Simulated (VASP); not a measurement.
# Hf (Fm-3m) in VASP: density of states with PBE

Aim: the density of states of Hf with PBE.

All numbers are computed with VASP 6.6.1; they aren't measurements. Logs are shortened: lines on timing, memory, paths and dates and some standing lists are left out, and cuts for length are marked.

## 1. The crystal as given

The structure is cubic, space group Fm-3m (No. 225). The conventional cell has a = 4.485 Å, b = 4.485 Å, c = 4.485 Å, α = 90.00°, β = 90.00°, γ = 90.00°. Around Hf (site symmetry m-3m) lie 12 Hf at 3.17 Å.

The cell was built by a generator and needn't be a form met in nature.

## 2. Density of states, PBE

File POSCAR:

```
Hf
1.0
    0.0000000000      2.2424649926      2.2424649926
    2.2424649926      0.0000000000      2.2424649926
    2.2424649926      2.2424649926      0.0000000000
Hf
1
Direct
    0.0000000000      0.0000000000      0.0000000000
```

File INCAR.step1:

```
ALGO = Fast ; EDIFF = 1E-6
ENCUT = 520 ; GGA = PE
ISIF = 2 ; ISMEAR = 0
LASPH = True ; LCHARG = True
LMAXMIX = 4 ; LREAL = False
LWAVE = False ; NBANDS = 11
NELM = 80 ; PREC = Accurate
SIGMA = 0.05
```

File KPOINTS.step1:

```
k-points
0
Gamma
  16 16 16
```

File INCAR.step2:

```
ALGO = Fast ; EDIFF = 1E-6
ENCUT = 520 ; GGA = PE
ICHARG = 11 ; ISIF = 2
ISMEAR = -5 ; LASPH = True
LCHARG = False ; LMAXMIX = 4
LORBIT = 11 ; LREAL = False
LWAVE = False ; NBANDS = 11
NEDOS = 2001 ; NELM = 80
PREC = Accurate ; SIGMA = 0.05
```

File KPOINTS.step2:

```
k-points
0
Gamma
  24 24 24
```

Potentials or basis: VASP PAW PBE potentials, release 64 (Hf_pv).

Command:

```sh
$ cat potpaw_PBE.64/Hf_pv/POTCAR > POTCAR
$ cp INCAR.step1 INCAR
$ cp KPOINTS.step1 KPOINTS
$ mpirun -np 1 vasp_std > vasp.out
$ cp INCAR.step2 INCAR
$ cp KPOINTS.step2 KPOINTS
$ mpirun -np 1 vasp_std > vasp.out
```

OUTCAR:

```text
EDIFF = 1E-6
   ENCUT = 520
   GGA = PE
   ICHARG = 11
   ISIF = 2
   ISMEAR = -5
   LASPH = True
   LORBIT = 11
   LREAL = False
   NELM = 80
   PREC = Accurate

 ion  position               nearest neighbor table
   1  0.000  0.000  0.000-

  LATTYP: Found a face centered cubic cell.
 ALAT       =     4.4849299852

  Lattice vectors:

 A1 = (   0.0000000000,   2.2424649926,   2.2424649926)
 A2 = (   2.2424649926,   0.0000000000,   2.2424649926)
 A3 = (   2.2424649926,   2.2424649926,   0.0000000000)

Analysis of symmetry for initial positions (statically):
=====================================================================
 Subroutine PRICEL returns:
 Original cell was already a primitive cell.

 Routine SETGRP: Setting up the symmetry group for a
 face centered cubic supercell.

 Subroutine GETGRP returns: Found 48 space group operations
 (whereof 48 operations were pure point group operations)
 out of a pool of 48 trial point group operations.

The static configuration has the point symmetry O_h .

Analysis of symmetry for dynamics (positions and initial velocities):
=====================================================================
 Subroutine PRICEL returns:
 Original cell was already a primitive cell.

 Routine SETGRP: Setting up the symmetry group for a
 face centered cubic supercell.

 Subroutine GETGRP returns: Found 48 space group operations
 (whereof 48 operations were pure point group operations)
 out of a pool of 48 trial point group operations.

The dynamic configuration has the point symmetry O_h .

 Subroutine INISYM returns: Found 48 space group operations
 (whereof 48 operations are pure point group operations),
 and found     1 'primitive' translations

----------------------------------------------------------------------------------------

                                     Primitive cell

  volume of cell :      22.5531

  direct lattice vectors                    reciprocal lattice vectors
     0.000000000  2.242464993  2.242464993    -0.222968921  0.222968921  0.222968921
     2.242464993  0.000000000  2.242464993     0.222968921 -0.222968921  0.222968921
     2.242464993  2.242464993  0.000000000     0.222968921  0.222968921 -0.222968921

  length of vectors
     3.171324406  3.171324406  3.171324406     0.386193500  0.386193500  0.386193500

  position of ions in fractional coordinates (direct lattice)
     0.000000000  0.000000000  0.000000000

  ion indices of the primitive-cell ions
   primitive index   ion index
                 1           1

[... 85 lines left out ...]
   NUPDOWN=      -1.0000    fix difference up-down
   EMIN   =  10.00;   EMAX   =-10.00  energy-range for DOS
   EFERMI =   0.00;   METHOD = LEGACY
   ISMEAR =    -5;   SIGMA  =   0.05  broadening in eV -4-tet -1-fermi 0-gaus
   EFERMI_NEDOS =   21; number of points for ismear=-14 and -15
   IALGO  =     68    algorithm
   IMIX   =      4    mixing-type and parameters
     AMIX     =   0.40;   BMIX     =  1.00
     AMIX_MAG =   1.60;   BMIX_MAG =  1.00
  volume/ion in A,a.u.               =      22.55       152.20
  Fermi-wavevector in a.u.,A,eV,Ry     =   1.248358  2.359055 21.203289  1.558398
  Thomas-Fermi vector in A             =   2.382448
   LORBIT       =     11    0 simple, 1 ext, 2 COOP (PROOUT), +10 PAW based schemes
   GGA     = PE    functional components
   LHFCALC =     F    Hartree Fock is set to
   AEXX    =    0.0000 exact exchange contribution
   IVDW    =     0    specifies the selected vdW correction
   LEPSILON=     F    determine dielectric tensor
   LRPA    =     F    only Hartree local field effects (RPA)
 non-spin polarized calculation
 RMM-DIIS sequential band-by-band and
 Fermi weights with tetrahedron method with Bloechl corrections
  energy-cutoff  :      520.00
  volume of cell :       22.55
 maximum number of plane-waves:       620

 number of electron       9.9999999 magnetization

 Free energy of the ion-electron system (eV)
  ---------------------------------------------------
  ext. energy  EPLUGINS =         0.00000000
  ---------------------------------------------------
  free energy    TOTEN  =        -9.85290581 eV

  energy without entropy =       -9.85290581  energy(sigma->0) =       -9.85290581

 E-fermi :   4.6856     XC(G=0): -11.2492

 val. band max:        4.7000106708   @ k =  -0.4167   0.1250   0.0417
 cond. band min:       4.6626505325   @ k =  -0.4583   0.3333   0.1250
 fundamental gap:     -0.0373601383
 Fermi energy:         4.6856348386

 k-point     1 :       0.0000    0.0000    0.0000
  band No.  band energies     occupation
      1     -25.3600      2.00000
      2     -25.3600      2.00000
      3     -25.3600      2.00000
      4      -2.4981      2.00000
      5       6.0844      0.00000
      6       6.0844      0.00000
      7       6.0844      0.00000
      8       8.8459      0.00000
      9       8.8459      0.00000
     10      15.9723      0.00000
     11      17.7239      0.00000
[... 309 lines left out ...]
 k-point    24 :       0.4583    0.0417    0.0000
  band No.  band energies     occupation
      1     -26.1225      2.00000
      2     -25.4686      2.00000
      3     -25.4680      2.00000
      4       1.0587      2.00000
      5       5.0282      0.00000
      6       5.8592      0.00000
      7       5.9633      0.00000
      8      10.6682      0.00000
      9      10.8684      0.00000
     10      14.0850      0.00000
     11      16.0221      0.00000

 [... further k-points ...]

------------------------ aborting loop because EDIFF is reached ----------------------------------------

  FORCE on cell =-STRESS in cart. coord.  units (eV):
  Direction    XX          YY          ZZ          XY          YZ          ZX
  --------------------------------------------------------------------------------------
  -------------------------------------------------------------------------------------
  Total       -0.0714565     -0.0714565     -0.0714565      0.0000000     -0.0000000      0.0000000
  in kB       -5.0762802     -5.0762802     -5.0762802      0.0000000     -0.0000000      0.0000000
  external PRESSURE =      -5.0762802 kB  Pullay stress =       0.0000000 kB

 VOLUME and BASIS-vectors are now :
 -----------------------------------------------------------------------------
  energy-cutoff  :      520.00
  volume of cell :       22.55
      direct lattice vectors                 reciprocal lattice vectors
     0.000000000  2.242464993  2.242464993    -0.222968921  0.222968921  0.222968921
     2.242464993  0.000000000  2.242464993     0.222968921 -0.222968921  0.222968921
     2.242464993  2.242464993  0.000000000     0.222968921  0.222968921 -0.222968921

 POSITION                                       TOTAL-FORCE (eV/Angst)
 -----------------------------------------------------------------------------------
      0.00000      0.00000      0.00000         0.000000      0.000000      0.000000
 -----------------------------------------------------------------------------------
    total drift:                                0.000000      0.000000     -0.000000

  FREE ENERGIE OF THE ION-ELECTRON SYSTEM (eV)
  ---------------------------------------------------
  free  energy   TOTEN  =        -9.8529058137 eV

  energy  without entropy=       -9.8529058137  energy(sigma->0) =       -9.85290581

 total charge

# of ion       s       p       d       tot
------------------------------------------
    1        0.388   6.384   1.543   8.315
```

Wall time 48 s (1 thread of Intel Xeon Platinum 8488C (Sapphire Rapids), shared host); peak memory 0.21 GiB.

Results:

```
Valence electrons inside the program's atomic spheres : Hf 8.31
```

Levels at points of the mesh, in eV from the Fermi level:
| k point | band 3 | band 4 | band 5 | band 6 | band 7 | band 8 |
| --- | --- | --- | --- | --- | --- | --- |
| (0.00, 0.00, 0.00) | -30.05 | -7.18 | 1.40 | 1.40 | 1.40 | 4.16 |
| (0.50, 0.00, 0.00) | -30.15 | -3.61 | 0.55 | 1.18 | 1.18 | 6.25 |
| (0.50, 0.50, 0.00) | -30.33 | -3.22 | -2.10 | 2.48 | 6.26 | 6.86 |

States per cell in windows of 0.5 eV (zero at the Fermi level; states under -8 eV left out):
```csv
from (eV),total,Hf1_d,Hf1_p,Hf1_s
-8.0,0.00,0.00,0.00,0.00
-7.5,0.00,0.00,0.00,0.00
-7.0,0.03,0.00,0.00,0.01
-6.5,0.04,0.00,0.00,0.02
-6.0,0.06,0.00,0.00,0.02
-5.5,0.08,0.00,0.01,0.03
-5.0,0.10,0.01,0.01,0.03
-4.5,0.12,0.01,0.02,0.04
-4.0,0.20,0.03,0.02,0.05
-3.5,0.33,0.09,0.03,0.06
-3.0,0.39,0.13,0.04,0.06
-2.5,0.36,0.14,0.03,0.04
-2.0,0.46,0.23,0.04,0.02
-1.5,0.55,0.29,0.07,0.00
-1.0,0.54,0.27,0.08,0.00
-0.5,0.75,0.36,0.14,0.00
0.0,0.77,0.39,0.14,0.01
0.5,0.59,0.33,0.08,0.01
1.0,0.39,0.24,0.04,0.00
1.5,0.61,0.44,0.03,0.00
2.0,0.44,0.32,0.02,0.00
2.5,0.56,0.39,0.03,0.01
3.0,0.49,0.35,0.03,0.01
3.5,0.37,0.28,0.02,0.00
4.0,0.39,0.30,0.02,0.00
4.5,0.40,0.32,0.02,0.00
5.0,0.47,0.39,0.02,0.00
5.5,0.65,0.54,0.03,0.01
6.0,0.51,0.45,0.02,0.01
6.5,0.52,0.39,0.04,0.03
7.0,0.51,0.32,0.07,0.06
7.5,0.21,0.11,0.04,0.03
```

Caveat: tetrahedron occupations give inexact forces and stress in metals. Spin-orbit coupling is left out, which matters for the levels of Hf.
